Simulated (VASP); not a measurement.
# KTaO₃: convergence, relaxation of the atoms

KTaO₃, P1 (no. 1), 5 atoms in the cell. PBE; PAW potentials Ta_pv, K_sv, O (PBE set). VASP 6.6.1.

Wanted: energy within 10 meV/atom; shortest distances from each atom, periodic images included within 0.02 Å.

What the run is for: geometry; Accuracy asked: screening.

POSCAR:
```
KTaO3
1.0
    3.9883000000      0.0000000000      0.0000000000
    0.0000000000      3.9883000000      0.0000000000
    0.0000000000      0.0000000000      3.9883000000
Ta K O
1 1 3
Direct
   -0.0156030000     -0.0345890000      0.0107220000
    0.4933050000      0.5010520000      0.5257170000
   -0.0281940000     -0.0152090000      0.4903270000
   -0.0032260000      0.5333650000      0.0203420000
    0.5103780000     -0.0076300000     -0.0207270000
```

The series start from Plane-wave cutoff (eV): 520; k-point mesh: 4 × 4 × 4; Ionic threshold (EDIFFG): -0.01; Electronic threshold (eV): 1e-6; Precision mode (PREC): Accurate; Relaxation algorithm: IBRION=2; Electronic steps between moves: NELMIN=4 ALGO=Normal. Each series keeps the choices made before it, and each single choice may use up half of a tolerance.

## Plane-wave cutoff (eV)

| Plane-wave cutoff (eV) | Energy less reference (meV/atom) | Shortest distances from each atom, periodic images included, largest deviation (Å) | SCF iterations | Time (s) |
|---|---|---|---|---|
| 360 | -22 | 0.002 | 94 | 90 |
| 400 | -9 | 0.001 | 95 | 89 |
| 460 | 0 | 0.001 | 96 | 100 |
| 520 | 3 | 0.001 | 96 | 149 |
| 640 (reference) | 0 | 0.000 | 96 | 179 |

Chosen: 460, the loosest value from which every tighter one stays within half of the tolerance.

## k-point mesh

| k-point mesh | Energy less reference (meV/atom) | Shortest distances from each atom, periodic images included, largest deviation (Å) | Time (s) |
|---|---|---|---|
| 2 × 2 × 2 | 88 | 0.184 | 95 |
| 3 × 3 × 3 | 21 | 0.087 | 89 |
| 4 × 4 × 4 | 5 | 0.040 | 100 |
| 5 × 5 × 5 | 1 | 0.001 | 196 |
| 6 × 6 × 6 (reference) | 0 | 0.000 | 263 |

Chosen: 5 × 5 × 5.

## Ionic threshold (EDIFFG)

| Ionic threshold (EDIFFG) | Energy less reference (meV/atom) | Shortest distances from each atom, periodic images included, largest deviation (Å) | Time (s) |
|---|---|---|---|
| -0.1 | 0 | 0.037 | 103 |
| -0.05 | 0 | 0.022 | 120 |
| -0.02 | 0 | 0.016 | 120 |
| -0.01 | 0 | 0.001 | 196 |
| -0.005 | 0 | 0.001 | 214 |
| -0.002 (reference) | 0 | 0.000 | 237 |

Chosen: -0.01.

## Electronic threshold (eV)

| Electronic threshold (eV) | Energy less reference (meV/atom) | Shortest distances from each atom, periodic images included, largest deviation (Å) | Time (s) |
|---|---|---|---|
| 0.0001 | 0 | 0.006 | 190 |
| 1e-5 | 0 | 0.007 | 192 |
| 1e-6 | 0 | 0.001 | 196 |
| 1e-7 (reference) | 0 | 0.000 | 254 |

Chosen: 0.0001.

## Precision mode (PREC)

| Precision mode (PREC) | Energy less reference (meV/atom) | Shortest distances from each atom, periodic images included, largest deviation (Å) | SCF iterations | Time (s) |
|---|---|---|---|---|
| Normal | 0 | 0.002 | 102 | 124 |
| Accurate (reference) | 0 | 0.000 | 106 | 190 |

Chosen: Normal.

## Relaxation algorithm

| Relaxation algorithm | Energy less reference (meV/atom) | Shortest distances from each atom, periodic images included, largest deviation (Å) | Time (s) |
|---|---|---|---|
| IBRION=2 | 0 | 0.000 | 124 |
| IBRION=2 POTIM=0.2 | 0 | 0.001 | 134 |
| IBRION=2 POTIM=0.8 | 0 | 0.001 | 158 |
| IBRION=1 | 0 | 0.006 | 67 |
| IBRION=1 POTIM=0.2 | 0 | 0.007 | 97 |
| IBRION=1 POTIM=0.3 NFREE=10 | 0 | 0.005 | 74 |
| IBRION=3 POTIM=0.2 SMASS=0.4 | 0 | 0.005 | 130 |
| IBRION=3 POTIM=0.3 | 0 | 0.006 | 79 |

Chosen: IBRION=1, the fastest of those that stay within half of the tolerance.

## Electronic steps between moves

| Electronic steps between moves | Energy less reference (meV/atom) | Shortest distances from each atom, periodic images included, largest deviation (Å) | SCF iterations | Time (s) |
|---|---|---|---|---|
| NELMIN=4 ALGO=Normal | 0 | 0.000 | 68 | 67 |
| ALGO=Normal | 0 | 0.003 | 60 | 68 |
| NELMIN=4 MAXMIX=40 ALGO=Normal | 0 | 0.002 | 67 | 62 |
| NELMIN=4 ALGO=Fast | 0 | 0.005 | 103 | 102 |
| NELMIN=4 MAXMIX=40 ALGO=Fast | 0 | 0.005 | 89 | 93 |

Chosen: NELMIN=4 ALGO=Normal; no other choice that stays within half of the tolerance saves 30 % of the time.

## All choices together

| Input | Energy less reference (meV/atom) | Shortest distances from each atom, periodic images included, largest deviation (Å) | Time (s) |
|---|---|---|---|
| the program's defaults (naive) | -5 | 0.049 | 25 |
| chosen settings | 1 | 0.009 | 67 |
| reference settings throughout | 0 | 0.000 | 604 |

The tolerance is met.

## The input

INCAR:
```
  GGA = PE
  ISMEAR = 0
  SIGMA = 0.03
  LWAVE = False
  LCHARG = False
  ISIF = 2
  NSW = 120
  PREC = Normal
  LASPH = True
  LREAL = False
  ALGO = Normal
  EDIFF = 1E-4
  NELM = 120
  GGA_COMPAT = False
  IBRION = 1
  EDIFFG = -0.01
  NELMIN = 4
  ENCUT = 460
  EFERMI = MIDGAP
  KPAR = 8
```

KPOINTS:
```
Automatic mesh
0
Gamma
  5 5 5
  0 0 0
```

Commands:
```
cat potpaw_PBE.64/Ta_pv/POTCAR potpaw_PBE.64/K_sv/POTCAR potpaw_PBE.64/O/POTCAR > POTCAR
mpirun -np 8 vasp_std > vasp.out
```

The chosen input took VASP 6.6.1 67 s on 8 cores (Intel Xeon Platinum 8375C @ 2.90GHz (Ice Lake)), a shared host.

## An input that fails: ionic step far too long

VASP's message: internal error in: us.F  at line: 1398 internal ERROR SETYLM_AUG: 4 -27 41 41 3 1 -28 If you are not a developer, you should not encounter this problem. Please submit a bug report.

Changes against the starting input:
```
- NSW = 120
- NELM = 120
- IBRION = 2
+ NSW = 30
+ NELM = 82
+ IBRION = 1
+ POTIM = 3.0
```
